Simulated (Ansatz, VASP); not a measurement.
# HfH3: VASP beside Ansatz

```
Hf H
1.0
     3.08455    0.00000    0.00000
     0.00000    3.08455    0.00000
     0.00000    0.00000    3.08455
Hf H
1 3
Direct
  0.00000 0.00000 0.00000
  0.00000 0.50000 0.50000
  0.50000 0.00000 0.50000
  0.50000 0.50000 0.00000
```

The cell comes from a database or a generator and needn't be the stable form of this composition.

Alike in both runs: task relaxation of cell and atoms; functional PBEsol; dispersion D3(BJ); k mesh 7 × 7 × 7; no spin polarisation.

|  | VASP | Ansatz |
| --- | --- | --- |
| version | VASP 6.6.1 | Ansatz 0.2.0 |
| potentials or method | VASP PAW PBE potentials, release 64 (Hf_pv, H) | plane waves, PAW |
| plane-wave cutoff (eV) | 600 | 550 |
| occupations | methfessel-paxton of order 1, width 0.1 eV | cold |
| valence electrons in the cell | 13 | 29 |

```csv
,VASP,Ansatz,Ansatz less VASP
relaxed volume (Å³/atom),6.91,6.94,+0.026
relaxed cell length with the largest relative difference (Å),3.024,3.027,+0.0038
energy change over the relaxation (meV/atom),-12,-10,+1.6
```

The two sets of potentials don't hold the same shells in valence.

Caveats: the PAW data sets were made with another functional, which shifts forces and pressure a little (VASP); pairwise dispersion overbinds metals, which lowers pressure and volume. Spin-orbit coupling is left out, which matters for the levels of Hf.
